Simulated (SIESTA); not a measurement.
In:

```
In
1.0
    -1.62547    1.62547    2.47370
     1.62547   -1.62547    2.47370
     1.62547    1.62547   -2.47370
In
1
Cartesian
  0.0000 0.0000 0.0000
```

```yaml
Program: SIESTA 5.4.2
Task: single point
Functional: PBE
Potentials_or_basis: PseudoDojo 0.4 standard (PBE files)
Basis: DZP (energy shift 0.003 Ry; two zetas on semicore shells)
Grid_cutoff: 500 Ry
Energy_shift: 0.003 Ry
k_mesh: 11 × 11 × 11
Occupations: fermi-dirac, width 0.05 eV
Spin: no spin polarisation
```

On this cell: pressure 2.4 GPa; band gap on the k mesh none (metal or under the smearing width).

The same run follows on a disturbed copy (cell strained at random at fixed volume):

```
In
1.0
    -1.64299    1.57678    2.43209
     1.65802   -1.63180    2.47812
     1.65199    1.64080   -2.46824
In
1
Direct
  0.99147 0.00315 0.99997
```

Question: What does the disturbed cell give?

Answer: The energy (extrapolated to zero smearing) moves by +1.7 meV/atom; pressure 2.4 GPa; band gap on the k mesh none (metal or under the smearing width).

Stress tensor (GPa, compression positive):
```
 2.04 -0.01 -0.05
-0.01  3.55  0.38
-0.05  0.38  1.62
```

Caveats: the basis of atomic orbitals isn't converged, which shifts pressures, moduli and gaps.
